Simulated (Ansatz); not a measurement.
**PbS: the cell at several levels of theory**

One table from this session's results is given with a row withheld; the runs are named, their logs left out.

The runs shown are made with Ansatz 0.2.0. PAW datasets, plane waves, zero pressure. Simulation only: spin-unpolarised, and no claim that this is the phase found in nature.

## Starting point

This is the cell as the run starts from it, not yet at rest; its lengths are not the crystal's.

It is cubic, F-43m (No. 216); a = 5.745 Å in the conventional setting, 23.70 Å³ an atom. Around Pb lie 4 S at 2.49 Å; around S lie 4 Pb at 2.49 Å.

The structure in full:

```
Pb S
1.0
     0.00000    2.87232    2.87232
     2.87232    0.00000    2.87232
     2.87232    2.87232    0.00000
Pb S
1 1
Direct
  0.00000 0.00000 0.00000
  0.25000 0.25000 0.25000
```

Set-up of the first run:

input.yaml

```yaml
crystal:
  lattice:
    - [0.0, 2.8723175892, 2.8723175892]
    - [2.8723175892, 0.0, 2.8723175892]
    - [2.8723175892, 2.8723175892, 0.0]
  atoms:
    - { symbol: Pb, position: [0.0, 0.0, 0.0] }
    - { symbol: S, position: [0.25, 0.25, 0.25] }
kpoints:
  mp_grid: { grid: [8, 8, 8] }
hamiltonian:
  xc: pbe
scf:
  occupations: { method: fermi_dirac, width: 0.02 }
relax:
  f_tol: 0.005
  cell: {}
output:
  write_density: true
  write_potential: true
  elf: true
  volumetric_format: npy
```

The run is started by

```console
> ansatz run input.yaml --threads 2 --pin off --max-ram 2211MiB --backend cpu --events-out ev --progress --plain --runs-dir out
```

Among the steps run: Relaxing with PBE; r2SCAN: cell and atoms; Relaxing with PBEsol; LDA: cell and atoms; Relaxing with HSE06.

One table of the session follows, with a row left open; its other results are not shown here.

It belongs to the step «The cells side by side». 

| level | a (Å) | volume (Å³/atom) |
| --- | --- | --- |
| PBE | 6.647 | 36.712 |
| r2SCAN | 6.602 | 35.969 |
| PBEsol | 6.546 | 35.055 |
| LDA | ? | ? |
| HSE06 | 6.608 | 36.071 |

Q: Estimate the row for LDA from the others.

**Answer.** a (Å): 6.475; volume (Å³/atom): 33.928. In the column «a (Å)» it is the lowest.

What this shows: From the start to the first minimum the volume moved by +54.9 %. The volume runs from LDA (least) to PBE (most), a spread of 8.2 %, or 2.7 % in length if all axes shared it alike. The meshes differ: PBE 8×8×8, r2SCAN 6×6×6, PBEsol 6×6×6, LDA 6×6×6, HSE06 4×4×4.
